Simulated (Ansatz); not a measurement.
## H, a database entry at a rescaled volume

```yaml
crystal:
  lattice:
    - [5.03704, 0.00000, 0.00000]
    - [0.00000, 5.03704, 0.00000]
    - [0.00000, 0.00000, 5.03704]
  atoms:
    - { symbol: H, position: [0.00000, 0.00000, 0.00000] }
    - { symbol: H, position: [0.50000, 0.00000, 0.50000] }
    - { symbol: H, position: [0.50000, 0.50000, 0.00000] }
    - { symbol: H, position: [0.00000, 0.50000, 0.50000] }
```

Method: PBE, no spin polarisation; PAW, plane waves to 420 eV, 7×7×7 Γ-centred mesh, fermi-dirac occupations (width 0.1 eV) (Ansatz 0.2.0), atoms fixed.

**Question.** Is the cell too large or too small?

**Answer.** The pressure is -2.4 GPa (compression positive), so with the atoms held at these fractions the cell would first shrink.

**Question.** Metal or insulator?

**Answer.** It is a metal, with about 6.9 states/eV a cell as the mean within 0.25 eV of the Fermi level, mostly H s (100 %).

**Question.** Are the atoms at rest?

**Answer.** The forces vanish by the symmetry of the sites.

**Question.** What do density and ELF say about some of the short contacts?

**Answer.** H–H at 3.56 Å: least valence density 0.01 e/Å³ and ELF 0.02 there, so no covalent bond. Both are smooth PAW fields, read partly inside the augmentation spheres.

Origin: a database entry at a rescaled volume. Caveats: many states at the Fermi level without spin polarisation, so a magnetic state may lie lower; the Fermi level lies in a narrow band between gaps, which spin or distortion may split.
